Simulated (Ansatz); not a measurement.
Wanted: the native input for an Ansatz 0.2.0 run.

| Item | Value |
| --- | --- |
| Task | relaxation of the atoms |
| Functional | PBE |
| Potentials or basis | Ansatz PAW |
| Cutoff | 420 eV (not typed: the program's choice for these potentials) |
| k mesh | 7 × 5 × 3 |
| Occupations | fermi-dirac, width 0.05 eV |
| Spin | no spin polarisation |

The system is TiO2.

```
CELL_PARAMETERS angstrom
3.02763 0.00000 0.00000
0.00021 4.70761 0.00000
1.51324 0.24235 7.08346
ATOMIC_POSITIONS crystal
Ti 0.00337 0.00039 0.00070
Ti 0.34464 0.48026 0.31696
Ti 0.66171 0.52047 0.68450
O 0.44004 0.18544 0.12854
O 0.77793 0.29773 0.45188
O 0.10124 0.30895 0.80624
O 0.90650 0.69184 0.19517
O 0.22941 0.70301 0.54951
O 0.56803 0.81530 0.87283
```

The cell comes from a database or a generator and needn't be the stable form of this composition.

The cell isn't the ideal one: strained by +2 %.

The input as run:

input.yaml

```yaml
crystal:
  lattice:
    - [3.0276298372, 0.0, 0.0]
    - [0.0002122451, 4.7076067549, 0.0]
    - [1.5132410135, 0.242353462, 7.0834647979]
  atoms:
    - { symbol: Ti, position: [0.00337187, 0.00038881, 0.00070319] }
    - { symbol: Ti, position: [0.34464021, 0.48025965, 0.31695987] }
    - { symbol: Ti, position: [0.66170814, 0.52047436, 0.68449636] }
    - { symbol: O, position: [0.44003816, 0.18543769, 0.1285388] }
    - { symbol: O, position: [0.77792634, 0.29772875, 0.45187807] }
    - { symbol: O, position: [0.10123624, 0.30895342, 0.80624322] }
    - { symbol: O, position: [0.90649721, 0.69183699, 0.19517157] }
    - { symbol: O, position: [0.22940715, 0.70300728, 0.54951473] }
    - { symbol: O, position: [0.56802567, 0.81530006, 0.87282718] }
hamiltonian:
  xc: pbe
  pseudopotentials: { kind: paw }
kpoints:
  mp_grid: { grid: [7, 5, 3] }
scf:
  occupations: { method: fermi_dirac, width: 0.05 }
output:
  forces: true
  stress: true
  eigenvalues: true
relax:
  f_tol: 0.01
  max_steps: 40
```

Potentials or basis: Ansatz PAW.

Run with:

```sh
$ ansatz run input.yaml --threads 4 --pin off --max-ram 11264MiB --backend cpu --events-out ev --progress --plain --runs-dir out
```

It gave:

| Quantity | Value |
| --- | --- |
| Energy gained by relaxing | 0.9 meV/atom |
| Ionic steps | 13 |
| Pressure after relaxing | -0.2 GPa |
| Largest force after relaxing | 0.005 eV/Å |
| Band gap on the k mesh | 2.39 eV, direct |

Caveat: odd divisions of the mesh miss points on the zone boundary, where band edges often lie, so the gap on the mesh can be too wide; the pressure holds a Pulay correction of +0.7 GPa for the finite cutoff; the thresholds are loose for stress.

Run time: 79 s on 4 threads of Arm Neoverse V1, with other jobs on the host, peak memory 0.52 GiB.
